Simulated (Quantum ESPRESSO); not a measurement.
Set up this calculation in Quantum ESPRESSO 7.5, as the native input.

| Item | Value |
| --- | --- |
| Task | relaxation of cell and atoms |
| Functional | PBE |
| Potentials or basis | SSSP 1.3 efficiency PBE |
| Cutoff | 939 eV |
| Density cutoff | 6884 eV |
| k mesh | 7 × 7 × 7 |
| Occupations | fermi-dirac, width 0.05 eV |
| Spin | no spin polarisation |
| Target pressure | 10 GPa |
| Mixing beta | 0.5 |
| Most SCF iterations | 120 |
| SCF threshold | 4e-10 Ry |
| Most ionic steps | 40 |
| Forc conv thr | 0.0004 Ry/bohr |
| Etot conv thr | 1e-05 Ry |
| Ion dynamics | bfgs |
| Cell dynamics | bfgs |
| Press conv thr | 0.3 kbar |

Crystal: HgTe (Coloradoite).

```
Hg Te
1.0
     0.00000    3.21450    3.21450
     3.21450    0.00000    3.21450
     3.21450    3.21450    0.00000
Hg Te
1 1
Direct
  0.00000 0.00000 0.00000
  0.75000 0.75000 0.75000
```

These files were run (other wordings do the same):

pw.in

```
&CONTROL
  calculation = 'vc-relax'
  prefix = 'pwscf'
  outdir = './tmp'
  pseudo_dir = './pseudo'
  tprnfor = .true.
  tstress = .true.
  disk_io = 'low'
  nstep = 40
  forc_conv_thr = 0.0004
  etot_conv_thr = 1d-05
/
&SYSTEM
  ibrav = 0
  nat = 2
  ntyp = 2
  ecutwfc = 69
  ecutrho = 506
  nbnd = 20
  occupations = 'smearing'
  smearing = 'fd'
  degauss = 0.00367493
/
&ELECTRONS
  conv_thr = 4d-10
  electron_maxstep = 120
  mixing_beta = 0.5
/
&IONS
  ion_dynamics = 'bfgs'
/
&CELL
  cell_dynamics = 'bfgs'
  press = 100
  press_conv_thr = 0.3
/
ATOMIC_SPECIES
Hg   200.5920 Hg_ONCV_PBE-1.0.oncvpsp.upf
Te   127.6000 Te_pbe_v1.uspp.F.UPF
CELL_PARAMETERS bohr
   0.0000000000    6.0745246276    6.0745246276
   6.0745246276    0.0000000000    6.0745246276
   6.0745246276    6.0745246276    0.0000000000
ATOMIC_POSITIONS bohr
Hg     0.0000000000    0.0000000000    0.0000000000
Te     9.1117869414    9.1117869414    9.1117869414
K_POINTS automatic
7 7 7 0 0 0
```

Potentials or basis: SSSP 1.3 efficiency PBE.

The run is started by

```console
$ OMP_NUM_THREADS=1 pw.x -in pw.in > pw.out
```

It gave:

The relaxed volume is 30.78 Å³/atom. The relaxed cell is a = 4.432 Å, b = 4.432 Å, c = 4.432 Å, α = 60.00°, β = 60.00°, γ = 60.00°, the space group after relaxing (to 0.05 Å) is F-43m (No. 216) and the energy change on relaxing (the enthalpy is what falls) is +109.0 meV/atom. The ionic steps are 5. The pressure after relaxing is 10.0 GPa and the band gap on the k mesh is none (metal or under the smearing width).

Run time: 3.4 min on 1 thread of Arm Neoverse V1, with other jobs on the host, peak memory 0.3 GiB.
